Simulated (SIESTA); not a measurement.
Crystal: CsSnI3.

```
Cs I Sn
1.0
     6.20570    0.00000    0.00000
     0.00000    6.20570    0.00000
     0.00000    0.00000    6.20570
Cs I Sn
1 3 1
Direct
  0.00000 0.00000 0.00000
  0.50000 0.50000 0.00000
  0.50000 0.00000 0.50000
  0.00000 0.50000 0.50000
  0.50000 0.50000 0.50000
```

- Program: SIESTA 5.4.2
- Task: single point
- Functional: PBEsol
- Potentials or basis: PseudoDojo 0.4 standard (PBEsol files)
- Basis: DZP (energy shift 0.003 Ry; two zetas on semicore shells; d shell added on Cs)
- Grid cutoff: 500 Ry
- Energy shift: 0.003 Ry
- k mesh: 5 × 5 × 5
- Occupations: fermi-dirac, width 0.05 eV
- Spin: no spin polarisation

On this cell: pressure -0.5 GPa; largest force zero by symmetry; band gap on the k mesh 1.75 eV, direct.

The same run follows on a disturbed copy (atoms moved at random, drawn with an rms of 0.05 Å):

```
Cs I Sn
1.0
     6.20570    0.00000    0.00000
     0.00000    6.20570    0.00000
     0.00000    0.00000    6.20570
Cs I Sn
1 3 1
Direct
  0.99540 0.99366 0.99756
  0.50557 0.49643 0.00787
  0.49834 0.99677 0.49596
  0.01305 0.50280 0.49803
  0.49958 0.50147 0.49721
```

**Question.** What changes?

**Answer.** The energy moves by +2.4 meV/atom; pressure -0.5 GPa; largest force 0.174 eV/Å; band gap on the k mesh 1.71 eV, direct.

Forces in eV/Å, atoms in the order of the input:
```
Cs   0.003 -0.001  0.005
I    0.027 -0.001 -0.141
I    0.038  0.048  0.030
I   -0.172 -0.011  0.027
Sn   0.103 -0.035  0.080
```

Caveats: spin-orbit coupling is left out, which moves the levels of the heavy elements; an odd mesh through Γ misses points on the zone boundary, where band edges often lie; the cell was measured hot, at 500 K; the basis of atomic orbitals isn't converged, which shifts pressures, moduli and gaps.
